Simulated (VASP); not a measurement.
# I (C2/m) in VASP: a series of runs, part 2 of 2

VASP 6.6.1. The steps go on from the part before.

## 4. Band structure, revPBE+D4, non-collinear spin, ferromagnetic start (cell strained at random at fixed volume)

Input file INCAR:

```
SYSTEM = I
PREC = Accurate
ENCUT = 700
EDIFF = 1E-6
ISMEAR = 0
SIGMA = 0.05
LREAL = .False.
LASPH = .True.
NELM = 60
ALGO = Normal
ISIF = 2
LWAVE = .False.
LCHARG = .False.
LNONCOLLINEAR = .True.
MAGMOM = 0 0 0.5
LORBIT = 11
GGA = RE
IVDW = 13
NBANDS = 18
```

Input file KPOINTS:

```
Automatic mesh
0
Gamma
  5 5 8
  0 0 0
```

Input file POSCAR:

```
I
1.0
    2.5430070000     -3.6386120000      0.0490510000
    2.5612910000      3.6511330000     -0.0717250000
   -1.6403230000     -0.0427900000      2.4162870000
I
1
Cartesian
    1.7758827685      0.0125633047      1.2519443315
```

Input file KPOINTS_OPT:

```
path XGY,LGZ,NGM,RG
20
line-mode
reciprocal
 0.0000000000  0.5000000000 -0.5000000000  X
 0.0000000000  0.0000000000  0.0000000000  G

 0.0000000000  0.0000000000  0.0000000000  G
 0.5000000000  0.0000000000  0.0000000000  Y

 0.5000000000  0.5000000000 -0.5000000000  L
 0.0000000000  0.0000000000  0.0000000000  G

 0.0000000000  0.0000000000  0.0000000000  G
 0.0000000000 -0.5000000000  0.0000000000  Z

 0.0000000000  0.0000000000 -0.5000000000  N
 0.0000000000  0.0000000000  0.0000000000  G

 0.0000000000  0.0000000000  0.0000000000  G
 0.5000000000 -0.5000000000  0.0000000000  M

 0.5000000000  0.0000000000 -0.5000000000  R
 0.0000000000  0.0000000000  0.0000000000  G
```

Potentials or basis: VASP PAW PBE potentials, release 64 (I_GW).

Started as:

```
cat potpaw_PBE.64/I_GW/POTCAR > POTCAR
mpirun -np 1 vasp_ncl > vasp.out
```

OUTCAR:

```text
SYSTEM = I
   PREC = Accurate
   ENCUT = 700
   EDIFF = 1E-6
   ISMEAR = 0
   LREAL = .False.
   LASPH = .True.
   NELM = 60
   ISIF = 2
   LNONCOLLINEAR = .True.
   LORBIT = 11
   GGA = RE
   IVDW = 13

 ion  position               nearest neighbor table
   1  0.512  0.520  0.523-

  LATTYP: Found a triclinic cell.
 ALAT       =     4.4006013492
 B/A-ratio  =     0.9568310577
 C/A-ratio  =     0.6637220533
 COS(alpha) =     0.0083680839
 COS(beta)  =     0.3112110256
 COS(gamma) =     0.4691465491

  Lattice vectors:

 A1 = (  -0.9209680000,  -3.6083430000,  -2.3445620000)
 A2 = (  -3.4639750000,   0.0302690000,  -2.3936130000)
 A3 = (   1.6403230000,   0.0427900000,  -2.4162870000)

Analysis of symmetry for initial positions (statically):
=====================================================================
 Subroutine PRICEL returns:
 Original cell was already a primitive cell.

 Routine SETGRP: Setting up the symmetry group for a
 triclinic supercell.

 Subroutine GETGRP returns: Found  2 space group operations
 (whereof  1 operations were pure point group operations)
 out of a pool of  2 trial point group operations.

The static configuration has the point symmetry C_1 .
 The point group associated with its full space group is S_2 .

Analysis of symmetry for dynamics (positions and initial velocities):
=====================================================================
 Subroutine PRICEL returns:
 Original cell was already a primitive cell.

 Routine SETGRP: Setting up the symmetry group for a
 triclinic supercell.

 Subroutine GETGRP returns: Found  2 space group operations
 (whereof  1 operations were pure point group operations)
 out of a pool of  2 trial point group operations.

The dynamic configuration has the point symmetry C_1 .
 The point group associated with its full space group is S_2 .

Analysis of structural, dynamic, and magnetic symmetry:
=====================================================================
 Subroutine PRICEL returns:
 Original cell was already a primitive cell.

 Routine SETGRP: Setting up the symmetry group for a
 triclinic supercell.

 Subroutine GETGRP returns: Found  2 space group operations
 (whereof  1 operations were pure point group operations)
 out of a pool of  2 trial point group operations.

The overall configuration has the point symmetry C_1 .
 The point group associated with its full space group is S_2 .

 Subroutine INISYM returns: Found  2 space group operations
 (whereof  1 operations are pure point group operations),
 and found     1 'primitive' translations

----------------------------------------------------------------------------------------

                                     Primitive cell

  volume of cell :      44.8061

  direct lattice vectors                    reciprocal lattice vectors
     2.543007000 -3.638612000  0.049051000     0.196828605 -0.135498652  0.131219719
     2.561291000  3.651133000 -0.071725000     0.196175030  0.138934175  0.135635960
    -1.640323000 -0.042790000  2.416287000     0.001827603  0.006874762  0.415220556

  length of vectors
     4.439458063  4.460507622  2.920776163     0.272616946  0.276015328  0.415281486

  position of ions in fractional coordinates (direct lattice)
     0.512122000  0.519938000  0.523165000

  ion indices of the primitive-cell ions
[... 27 lines left out ...]
 Found    101 irreducible k-points:

 Following reciprocal coordinates:
            Coordinates               Weight
  0.000000  0.000000  0.000000      1.000000
  0.200000  0.000000 -0.000000      2.000000
  0.400000  0.000000 -0.000000      2.000000
  0.000000  0.200000  0.000000      2.000000
  0.200000  0.200000 -0.000000      2.000000
  0.400000  0.200000 -0.000000      2.000000
[... 16 lines left out ...]
 -0.200000  0.200000  0.125000      2.000000
 -0.000000  0.400000  0.125000      2.000000
 [... further k-points ...]
   k-points           NKPTS =    101   k-points in BZ     NKDIM =    101   number of bands    NBANDS=     18
   number of dos      NEDOS =    301   number of ions     NIONS =      1
   total plane-waves  NPLWV =  44800
   dimension x,y,z NGX =    40 NGY =   40 NGZ =   28
   dimension x,y,z NGXF=    80 NGYF=   80 NGZF=   56
   ions per type =               1
   NGX,Y,Z   is equivalent  to a cutoff of  14.98, 14.91, 15.94 a.u.
   NGXF,Y,Z  is equivalent  to a cutoff of  29.96, 29.82, 31.87 a.u.
 SYSTEM =  I
   PREC   = accura    normal or accurate (medium, high low for compatibility)
   ISTART =      0    job   : 0-new  1-cont  2-samecut
   ICHARG =      2    charge: 1-file 2-atom 10-const
   ISPIN  =      1    spin polarized calculation?
   LNONCOLLINEAR =      T non collinear calculations
   LSORBIT =      F    spin-orbit coupling
   LASPH  =      T    aspherical Exc in radial PAW
   ENCUT  =  700.0 eV  51.45 Ry    7.17 a.u.   9.58  9.62  6.30*2*pi/ulx,y,z
   NELM   =     60;   NELMIN=  2; NELMDL= -5     # of ELM steps
   EDIFF  = 0.1E-05   stopping-criterion for ELM
   LREAL  =      F    real-space projection
[... 17 lines left out ...]
     AMIX     =   0.40;   BMIX     =  1.00
     AMIX_MAG =   1.60;   BMIX_MAG =  1.00
  volume/ion in A,a.u.               =      44.81       302.37
  Fermi-wavevector in a.u.,A,eV,Ry     =   0.881716  1.666201 10.577476  0.777423
  Thomas-Fermi vector in A             =   2.002249
   LORBIT       =     11    0 simple, 1 ext, 2 COOP (PROOUT), +10 PAW based schemes
   GGA     = RE    functional components
   LHFCALC =     F    Hartree Fock is set to
   AEXX    =    0.0000 exact exchange contribution
   IVDW    =    13    specifies the selected vdW correction
   LEPSILON=     F    determine dielectric tensor
   LRPA    =     F    only Hartree local field effects (RPA)
 Gauss-broadening in eV      SIGMA  =   0.05
  energy-cutoff  :      700.00
  volume of cell :       44.81
 maximum number of plane-waves:      3796
 NGX is ok and might be reduce to    40
   NGX = 19   NGY = 19   NGZ = 13

 number of electron       7.0000000 magnetization       0.0000776     -0.0000113      0.0715213

 number of electron       7.0000000 magnetization       0.0005616      0.0004579      0.0730490

 Free energy of the ion-electron system (eV)
  ---------------------------------------------------
  ext. energy  EPLUGINS =         0.00000000
  ---------------------------------------------------
  free energy    TOTEN  =        -1.22378378 eV

  energy without entropy =       -1.22189816  energy(sigma->0) =       -1.22284097

 E-fermi :   1.9847     XC(G=0):  -7.5916

 val. band max:        1.9764350289   @ k =  -0.0000   0.4000   0.5000
 cond. band min:       1.9854012059   @ k =  -0.2000  -0.0000   0.3750
 fundamental gap:      0.0089661769
 Fermi energy:         1.9846807552

 k-point     1 :       0.0000    0.0000    0.0000
  band No.  band energies     occupation
      1     -11.1818      1.00000
      2     -11.1394      1.00000
      3       0.7515      1.00000
      4       0.7968      1.00000
      5       0.7986      1.00000
      6       0.8786      1.00000
[... 481 lines left out ...]
      5       0.4211      1.00000
      6       0.4947      1.00000
[... 10 lines left out ...]
     17      15.7445      0.00000
     18      15.8005      0.00000

 [... further k-points ...]

------------------------ aborting loop because EDIFF is reached ----------------------------------------

  DFT-D4 for vdW energy calculation

  Edisp (eV):   -0.50306

  FORCE on cell =-STRESS in cart. coord.  units (eV):
  Direction    XX          YY          ZZ          XY          YZ          ZX
  --------------------------------------------------------------------------------------
  -------------------------------------------------------------------------------------
  Total      -0.34683    -0.21835    -0.04693     0.02955    -0.01222    -0.42077
  in kB     -12.40199    -7.80784    -1.67828     1.05654    -0.43696   -15.04600
  external pressure =       -7.30 kB  Pullay stress =        0.00 kB

 VOLUME and BASIS-vectors are now :
 -----------------------------------------------------------------------------
  energy-cutoff  :      700.00
  volume of cell :       44.81
      direct lattice vectors                 reciprocal lattice vectors
     2.543007000 -3.638612000  0.049051000     0.196828605 -0.135498652  0.131219719
     2.561291000  3.651133000 -0.071725000     0.196175030  0.138934175  0.135635960
    -1.640323000 -0.042790000  2.416287000     0.001827603  0.006874762  0.415220556

 POSITION                                       TOTAL-FORCE (eV/Angst)
 -----------------------------------------------------------------------------------
      1.77588      0.01256      1.25194        -0.000000      0.000000      0.000000
 -----------------------------------------------------------------------------------
    total drift:                                0.000000      0.000000     -0.000000

  FREE ENERGIE OF THE ION-ELECTRON SYSTEM (eV)
  ---------------------------------------------------
  free  energy   TOTEN  =        -1.7268438487 eV

  energy  without entropy=       -1.7249582205  energy(sigma->0) =       -1.72590103

 total charge

# of ion       s       p       d       tot
------------------------------------------
    1        1.652   2.974   0.040   4.667

 magnetization (x)

# of ion       s       p       d       tot
------------------------------------------
    1        0.000   0.000  -0.000   0.000

 magnetization (y)

# of ion       s       p       d       tot
------------------------------------------
    1        0.000   0.000  -0.000   0.000

 magnetization (z)

# of ion       s       p       d       tot
------------------------------------------
    1        0.001   0.054  -0.000   0.055
```

Run time: 5.9 min. Hardware: 1 thread of Intel Xeon 6975P-C (Granite Rapids), shared host; peak memory 0.5 GiB.

What came out:

```
Free energy                                           : -1.7268 eV
Pressure                                              : -0.7 GPa
Band gap along the path                               : none (metal or under the smearing width)
Net moment                                            : 0.07 μB per cell
Valence electrons inside the program's atomic spheres : I 4.67
Dispersion energy per atom                            : -0.503 eV
```

Levels at the corners of the path, in eV from the Fermi level:
| point | band 3 | band 4 | band 5 | band 6 | band 7 | band 8 | band 9 | band 10 |
| --- | --- | --- | --- | --- | --- | --- | --- | --- |
| X | -5.09 | -5.08 | -0.10 | 0.00 | 0.50 | 0.55 | 6.40 | 6.42 |
| Γ | -1.23 | -1.19 | -1.19 | -1.11 | 4.00 | 4.04 | 4.89 | 4.91 |
| Γ | -1.23 | -1.19 | -1.19 | -1.11 | 4.00 | 4.04 | 4.89 | 4.91 |
| Y | -3.28 | -3.24 | -1.65 | -1.57 | 4.01 | 4.05 | 5.62 | 5.66 |
| L | -4.90 | -4.89 | -0.79 | -0.74 | -0.07 | 0.03 | 5.56 | 5.57 |
| Γ | -1.23 | -1.19 | -1.19 | -1.11 | 4.00 | 4.04 | 4.89 | 4.91 |
| Γ | -1.23 | -1.19 | -1.19 | -1.11 | 4.00 | 4.04 | 4.89 | 4.91 |
| Z | -3.29 | -3.24 | -1.73 | -1.65 | 4.00 | 4.03 | 5.56 | 5.60 |
| N | -4.91 | -4.89 | -0.78 | -0.73 | -0.05 | 0.06 | 5.57 | 5.58 |
| Γ | -1.23 | -1.19 | -1.19 | -1.11 | 4.00 | 4.04 | 4.89 | 4.91 |
| Γ | -1.23 | -1.19 | -1.19 | -1.11 | 4.00 | 4.04 | 4.89 | 4.91 |
| M | -3.24 | -3.16 | -1.69 | -1.65 | 3.79 | 3.82 | 5.55 | 5.57 |
| R | -5.06 | -5.04 | -0.30 | -0.20 | 0.45 | 0.50 | 6.11 | 6.14 |
| Γ | -1.23 | -1.19 | -1.19 | -1.11 | 4.00 | 4.04 | 4.89 | 4.91 |

Moments on the atoms (μB; x, y, z):
```
I   0.00 0.00 0.06
```

Caveat: the PAW data sets were made with another functional, which shifts forces and pressure a little; spin-orbit coupling is left out, which moves the levels of the heavy elements; pairwise dispersion overbinds metals, which lowers pressure and volume.
